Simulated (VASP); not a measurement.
# Ag (Fm-3m) in VASP: a series of runs

One crystal, Ag, is run at these levels: PW91, AM05; tasks: relaxation of cell and atoms.

All numbers are computed with VASP 6.6.1; they aren't measurements. Logs are shortened: lines on timing, memory, paths and dates and some standing lists are left out, and cuts for length are marked.

### 1 The crystal as given

The structure is cubic, space group Fm-3m (No. 225). The conventional cell has a = 4.085 Å, b = 4.085 Å, c = 4.085 Å, α = 90.00°, β = 90.00°, γ = 90.00°. Ag (site symmetry m-3m) has 12 Ag at 2.89 Å as nearest neighbours.

### 2 Relaxation of cell and atoms, PW91

Input file INCAR:

```
SYSTEM = Ag
PREC     = Accurate       ! precision mode
ENCUT    = 600            ! plane-wave cutoff, eV
EDIFF    = 1E-7           ! SCF threshold, eV
ISMEAR   = -1             ! smearing method
SIGMA    = 0.05           ! smearing width, eV
LREAL    = .False.        ! projectors in reciprocal space
LASPH    = .True.         ! aspherical terms in the spheres
NELM     = 80             ! most SCF steps
ALGO     = Normal         ! electronic algorithm
ISIF     = 3              ! what is computed and relaxed
LWAVE    = .False.        ! write WAVECAR
LCHARG   = .False.        ! write CHGCAR
GGA      = 91             ! functional
IBRION   = 2              ! ionic algorithm
NSW      = 40             ! ionic steps
EDIFFG   = -0.01          ! ionic threshold
```

Input file KPOINTS:

```
regular mesh
0
Gamma
  11 11 11
  0 0 0
```

Input file POSCAR:

```
Ag
1.0
    0.0000000000      2.0427500000      2.0427500000
    2.0427500000      0.0000000000      2.0427500000
    2.0427500000      2.0427500000      0.0000000000
Ag
1
Direct
    0.0000000000      0.0000000000      0.0000000000
```

Potentials or basis: VASP PAW PBE potentials, release 64 (Ag).

The run is started by

```console
> cat potpaw_PBE.64/Ag/POTCAR > POTCAR
> mpirun -np 1 vasp_std > vasp.out
```

OUTCAR:

```text
SYSTEM = Ag
   PREC = Accurate
   ENCUT = 600
   EDIFF = 1E-7
   ISMEAR = -1
   LREAL = .False.
   LASPH = .True.
   NELM = 80
   ISIF = 3
   GGA = 91
   IBRION = 2
   NSW = 40
   EDIFFG = -0.01

 ion  position               nearest neighbor table
   1  0.000  0.000  0.000-

  LATTYP: Found a face centered cubic cell.
 ALAT       =     4.0855000000

  Lattice vectors:

 A1 = (   0.0000000000,   2.0427500000,   2.0427500000)
 A2 = (   2.0427500000,   0.0000000000,   2.0427500000)
 A3 = (   2.0427500000,   2.0427500000,   0.0000000000)

Analysis of symmetry for initial positions (statically):
=====================================================================
 Subroutine PRICEL returns:
 Original cell was already a primitive cell.

 Routine SETGRP: Setting up the symmetry group for a
 face centered cubic supercell.

 Subroutine GETGRP returns: Found 48 space group operations
 (whereof 48 operations were pure point group operations)
 out of a pool of 48 trial point group operations.

The static configuration has the point symmetry O_h .

Analysis of symmetry for dynamics (positions and initial velocities):
=====================================================================
 Subroutine PRICEL returns:
 Original cell was already a primitive cell.

 Routine SETGRP: Setting up the symmetry group for a
 face centered cubic supercell.

 Subroutine GETGRP returns: Found 48 space group operations
 (whereof 48 operations were pure point group operations)
 out of a pool of 48 trial point group operations.

The dynamic configuration has the point symmetry O_h .

 Subroutine INISYM returns: Found 48 space group operations
 (whereof 48 operations are pure point group operations),
 and found     1 'primitive' translations

----------------------------------------------------------------------------------------

                                     Primitive cell

  volume of cell :      17.0481

  direct lattice vectors                    reciprocal lattice vectors
     0.000000000  2.042750000  2.042750000    -0.244768082  0.244768082  0.244768082
     2.042750000  0.000000000  2.042750000     0.244768082 -0.244768082  0.244768082
     2.042750000  2.042750000  0.000000000     0.244768082  0.244768082 -0.244768082

  length of vectors
     2.888884755  2.888884755  2.888884755     0.423950755  0.423950755  0.423950755

  position of ions in fractional coordinates (direct lattice)
     0.000000000  0.000000000  0.000000000

  ion indices of the primitive-cell ions
   primitive index   ion index
                 1           1

----------------------------------------------------------------------------------------

 KPOINTS: regular mesh

Automatic generation of k-mesh.
 Grid dimensions read from file:
 generate k-points for:   11   11   11

 Generating k-lattice:

  Cartesian coordinates                     Fractional coordinates (reciprocal lattice)
    -0.022251644  0.022251644  0.022251644     0.090909091  0.000000000  0.000000000
     0.022251644 -0.022251644  0.022251644     0.000000000  0.090909091  0.000000000
     0.022251644  0.022251644 -0.022251644     0.000000000  0.000000000  0.090909091

  Length of vectors
     0.038540978  0.038540978  0.038540978

  Shift w.r.t. Gamma in fractional coordinates (k-lattice)
     0.000000000  0.000000000  0.000000000

 Subroutine IBZKPT returns following result:
 ===========================================

 Found     56 irreducible k-points:

 Following reciprocal coordinates:
            Coordinates               Weight
  0.000000  0.000000  0.000000      1.000000
  0.090909  0.000000  0.000000      8.000000
  0.181818  0.000000  0.000000      8.000000
  0.272727  0.000000  0.000000      8.000000
  0.363636  0.000000  0.000000      8.000000
  0.454545  0.000000  0.000000      8.000000
[... 16 lines left out ...]
 -0.272727  0.181818  0.000000     24.000000
 -0.181818  0.181818  0.000000     12.000000
 [... further k-points ...]
   k-points           NKPTS =     56   k-points in BZ     NKDIM =     56   number of bands    NBANDS=      9
   number of dos      NEDOS =    301   number of ions     NIONS =      1
   total plane-waves  NPLWV =  13824
   dimension x,y,z NGX =    24 NGY =   24 NGZ =   24
   dimension x,y,z NGXF=    48 NGYF=   48 NGZF=   48
   ions per type =               1
   NGX,Y,Z   is equivalent  to a cutoff of  13.81, 13.81, 13.81 a.u.
   NGXF,Y,Z  is equivalent  to a cutoff of  27.62, 27.62, 27.62 a.u.
 SYSTEM =  Ag
   PREC   = accura    normal or accurate (medium, high low for compatibility)
   ISTART =      0    job   : 0-new  1-cont  2-samecut
   ICHARG =      2    charge: 1-file 2-atom 10-const
   ISPIN  =      1    spin polarized calculation?
   LNONCOLLINEAR =      F non collinear calculations
   LSORBIT =      F    spin-orbit coupling
   LASPH  =      T    aspherical Exc in radial PAW
   ENCUT  =  600.0 eV  44.10 Ry    6.64 a.u.   5.77  5.77  5.77*2*pi/ulx,y,z
   NELM   =     80;   NELMIN=  2; NELMDL= -5     # of ELM steps
   EDIFF  = 0.1E-06   stopping-criterion for ELM
   LREAL  =      F    real-space projection
   EDIFFG = -.1E-01   stopping-criterion for IOM
   NSW    =     40    number of steps for IOM
   IBRION =      2    ionic relax: 0-MD 1-quasi-New 2-CG
   NFREE  =      1    steps in history (QN), initial steepest desc. (CG)
   ISIF   =      3    stress and relaxation
   ISYM   =      2    0-nonsym 1-usesym 2-fastsym
   POTIM  = 0.5000    time-step for ionic-motion
   TEBEG  =    0.0;   TEEND  =   0.0 temperature during run
   PSTRESS=    0.0 pullay stress
   NELECT =      11.0000    total number of electrons
   NUPDOWN=      -1.0000    fix difference up-down
   EMIN   =  10.00;   EMAX   =-10.00  energy-range for DOS
   EFERMI =   0.00;   METHOD = LEGACY
   ISMEAR =    -1;   SIGMA  =   0.05  broadening in eV -4-tet -1-fermi 0-gaus
   EFERMI_NEDOS =   21; number of points for ismear=-14 and -15
   IALGO  =     38    algorithm
   IMIX   =      4    mixing-type and parameters
     AMIX     =   0.40;   BMIX     =  1.00
     AMIX_MAG =   1.60;   BMIX_MAG =  1.00
  volume/ion in A,a.u.               =      17.05       115.05
  Fermi-wavevector in a.u.,A,eV,Ry     =   1.414644  2.673290 27.228221  2.001218
  Thomas-Fermi vector in A             =   2.536165
   LORBIT       =      0    0 simple, 1 ext, 2 COOP (PROOUT), +10 PAW based schemes
   GGA     = 91    functional components
   LHFCALC =     F    Hartree Fock is set to
   AEXX    =    0.0000 exact exchange contribution
   IVDW    =     0    specifies the selected vdW correction
   LEPSILON=     F    determine dielectric tensor
   LRPA    =     F    only Hartree local field effects (RPA)
 conjugate gradient relaxation of ions
 non-spin polarized calculation
  energy-cutoff  :      600.00
  volume of cell :       17.05
 maximum number of plane-waves:       578
   NGX = 11   NGY = 11   NGZ = 11

--------------------------------------- Ionic step        1  -------------------------------------------

 number of electron      10.9999999 magnetization

 Free energy of the ion-electron system (eV)
  ---------------------------------------------------
  ext. energy  EPLUGINS =         0.00000000
  ---------------------------------------------------
  free energy    TOTEN  =        -2.74294365 eV

  energy without entropy =       -2.74003538  energy(sigma->0) =       -2.74148952

------------------------ aborting loop because EDIFF is reached ----------------------------------------

  FORCE on cell =-STRESS in cart. coord.  units (eV):
  Direction    XX          YY          ZZ          XY          YZ          ZX
  --------------------------------------------------------------------------------------
  -------------------------------------------------------------------------------------
  Total        0.4699050      0.4699050      0.4699050      0.0000000      0.0000000     -0.0000000
  in kB       44.1616158     44.1616158     44.1616158      0.0000000      0.0000000     -0.0000000
  external PRESSURE =      44.1616158 kB  Pullay stress =       0.0000000 kB
[... 55 lines left out ...]
  energy  without entropy=       -2.7457048278  energy(sigma->0) =       -2.74768840

--------------------------------------- Ionic step        3  -------------------------------------------

 number of electron      11.0000000 magnetization

 Free energy of the ion-electron system (eV)
  ---------------------------------------------------
  ext. energy  EPLUGINS =         0.00000000
  ---------------------------------------------------
  free energy    TOTEN  =        -2.75263943 eV

  energy without entropy =       -2.74893665  energy(sigma->0) =       -2.75078804

 E-fermi :   8.0972     XC(G=0): -12.0025

 val. band max:        7.7425188873   @ k =   0.4545   0.2727   0.0000
 cond. band min:       8.1051771349   @ k =  -0.4545   0.0909   0.0000
 fundamental gap:      0.3626582475
 Fermi energy:         8.0971627067

 k-point     1 :       0.0000    0.0000    0.0000
  band No.  band energies     occupation
      1       0.3676      2.00000
      2       3.1408      2.00000
      3       3.1408      2.00000
      4       3.1408      2.00000
      5       4.1019      2.00000
      6       4.1019      2.00000
      7      23.7816      0.00000
      8      27.0676      0.00000
      9      27.0676      0.00000
[... 265 lines left out ...]
 k-point    24 :      -0.1818    0.1818    0.0000
  band No.  band energies     occupation
      1       2.3154      2.00000
      2       2.7760      2.00000
      3       3.3558      2.00000
      4       3.7140      2.00000
      5       3.7444      2.00000
      6       5.2064      2.00000
      7      19.4420      0.00000
      8      19.8210      0.00000
      9      26.1521      0.00000

 [... further k-points ...]

------------------------ aborting loop because EDIFF is reached ----------------------------------------

  FORCE on cell =-STRESS in cart. coord.  units (eV):
  Direction    XX          YY          ZZ          XY          YZ          ZX
  --------------------------------------------------------------------------------------
  -------------------------------------------------------------------------------------
  Total        0.0014131      0.0014131      0.0014131      0.0000000      0.0000000      0.0000000
  in kB        0.1272747      0.1272747      0.1272747      0.0000000      0.0000000      0.0000000
  external PRESSURE =       0.1272747 kB  Pullay stress =       0.0000000 kB
[... 16 lines left out ...]
  FREE ENERGIE OF THE ION-ELECTRON SYSTEM (eV)
  ---------------------------------------------------
  free  energy   TOTEN  =        -2.7526394280 eV

  energy  without entropy=       -2.7489366457  energy(sigma->0) =       -2.75078804

 reached required accuracy - stopping structural energy minimisation
```

Run time: 35 s. Hardware: 1 thread of Intel Xeon Platinum 8175M at 2.50GHz (Skylake/Cascade Lake), shared host; peak memory 0.15 GiB.

Results:

- Free energy: -2.7526 eV
- Relaxed volume: 17.79 Å³/atom
- Relaxed cell: a = 2.930 Å, b = 2.930 Å, c = 2.930 Å, α = 60.00°, β = 60.00°, γ = 60.00°
- Space group after relaxing (to 0.05 Å): Fm-3m (No. 225)
- Energy gained by relaxing: 9.7 meV/atom
- Ionic steps: 3
- Pressure after relaxing: 0.0 GPa
- Band gap on the k mesh: none (metal or under the smearing width)

The path:
| step | energy change (eV) | largest force (eV/Å) | pressure (GPa) | volume (Å³) |
| --- | --- | --- | --- | --- |
| 1 | 0.0000 | 0.0000 | 4.42 | 17.05 |
| 2 | -0.0067 | 0.0000 | -2.08 | 18.23 |
| 3 | -0.0097 | 0.0000 | 0.01 | 17.79 |

Final structure:
```
Ag
1.0
     0.00000    2.07192    2.07192
     2.07192    0.00000    2.07192
     2.07192    2.07192    0.00000
Ag
1
Direct
  0.00000 0.00000 0.00000
```

Caveat: the PAW data sets were made with another functional, which shifts forces and pressure a little.

### 3 Relaxation of cell and atoms, AM05

Input file INCAR:

```
ALGO     = Normal         # electronic algorithm
EDIFF    = 1E-7           # SCF threshold, eV
EDIFFG   = -0.02          # ionic threshold
ENCUT    = 600            # plane-wave cutoff, eV
GGA      = AM             # functional
IBRION   = 2              # ionic algorithm
ISIF     = 3              # what is computed and relaxed
ISMEAR   = -1             # smearing method
LASPH    = T              # aspherical terms in the spheres
LCHARG   = F              # write CHGCAR
LREAL    = F              # projectors in reciprocal space
LWAVE    = F              # write WAVECAR
NELM     = 100            # most SCF steps
NSW      = 60             # ionic steps
PREC     = Accurate       # precision mode
SIGMA    = 0.05           # smearing width, eV
```

Input file KPOINTS:

```
k-points
0
Gamma
  11 11 11
```

POSCAR is that of step 2.

Potentials or basis: VASP PAW PBE potentials, release 64 (Ag).

The run is started by

```console
> cat potpaw_PBE.64/Ag/POTCAR > POTCAR
> mpirun -np 1 vasp_std > vasp.out
```

Wall time 33 s (1 thread of Intel Xeon Platinum 8175M at 2.50GHz (Skylake/Cascade Lake), shared host); peak memory 0.15 GiB.

The run converged. Its results:

```
Free energy                            : -3.0140 eV
Relaxed volume                         : 16.59 Å³/atom
Relaxed cell                           : a = 2.863 Å, b = 2.863 Å, c = 2.863 Å, α = 60.00°, β = 60.00°, γ = 60.00°
Space group after relaxing (to 0.05 Å) : Fm-3m (No. 225)
Energy gained by relaxing              : 4.3 meV/atom
Ionic steps                            : 3
Pressure after relaxing                : 0.0 GPa
Band gap on the k mesh                 : none (metal or under the smearing width)
```

Step by step:
```csv
step,energy change (eV),largest force (eV/Å),pressure (GPa),volume (Å³)
1,0.0000,0.0000,-2.90,17.05
2,-0.0023,0.0000,2.22,16.30
3,-0.0043,0.0000,0.00,16.59
```

Final structure:
```cif
data_structure
_symmetry_space_group_name_H-M 'P 1'
_symmetry_Int_Tables_number 1
_cell_length_a 2.8630
_cell_length_b 2.8630
_cell_length_c 2.8630
_cell_angle_alpha 60.000
_cell_angle_beta 60.000
_cell_angle_gamma 60.000
_cell_volume 16.59
loop_
_atom_site_label
_atom_site_type_symbol
_atom_site_fract_x
_atom_site_fract_y
_atom_site_fract_z
_atom_site_occupancy
Ag1 Ag 0.00000 0.00000 0.00000 1
```

Levels at points of the mesh, in eV from the Fermi level:
```csv
k point,band 4,band 5,band 6,band 7,band 8,band 9
"(0.00, 0.00, 0.00)",-5.07,-3.98,-3.98,15.82,19.60,19.60
```

Caveat: the PAW data sets were made with another functional, which shifts forces and pressure a little.
